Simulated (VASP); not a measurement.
## HfO2 under changes of volume

One of the cells (11.217 Å³/atom); the others are scaled copies at fixed shape and fractional positions:

```
CELL_PARAMETERS angstrom
3.58802 0.00000 0.00000
0.00000 3.58802 0.00000
0.00000 0.00000 5.22767
ATOMIC_POSITIONS crystal
Hf 0.00000 0.00000 0.00000
Hf 0.50000 0.50000 0.50000
O 0.00000 0.50000 0.19500
O 0.50000 0.00000 0.30500
O 0.50000 0.00000 0.80500
O 0.00000 0.50000 0.69500
```

Measurements of this composition are mostly on another form, of space group No. 14.

```yaml
Program: VASP 6.6.1
Functional: PBE
Potentials_or_basis: VASP PAW PBE potentials, release 64 (Hf_pv, O)
Cutoff: 520 eV
k_mesh: 8 × 8 × 4
Occupations: gaussian, width 0.02 eV
Spin: no spin polarisation
```

```csv
volume (Å³/atom),energy over the lowest point (meV/atom),pressure (GPa),gap on the mesh (eV),largest force (eV/Å)
10.768,15.68,11.0,4.83,0.245
10.992,?,?,?,?
11.217,0.00,0.2,4.68,0.001
11.441,2.82,-4.5,4.60,0.111
11.665,11.83,-8.7,4.52,0.213
```

Q: What does the run at 10.992 Å³/atom give?

A: Energy over the lowest point 4.03 meV/atom; pressure 5.3 GPa; gap on the mesh 4.76 eV; largest force 0.118 eV/Å.

Worked out: A Birch-Murnaghan fit of order 2 (a polynomial in V^(-2/3)) to the other rows has its minimum at 11.23 Å³/atom with B0 = V·E''(V) = 243 GPa at fixed shape and positions, which overstates the stiffness. It gives 4.06 meV/atom at 10.992 Å³/atom, against the run's 4.03, and -dE/dV = 5.5 GPa, against 5.3. A straight line through the other rows of the gap, of slope -3.86 eV per unit of ln V, gives 4.75 eV, against the run's 4.76.

Energies are extrapolated to zero smearing.

Caveats: spin-orbit coupling is left out, which moves the levels of the heavy elements.

A mesh can miss the band edges.
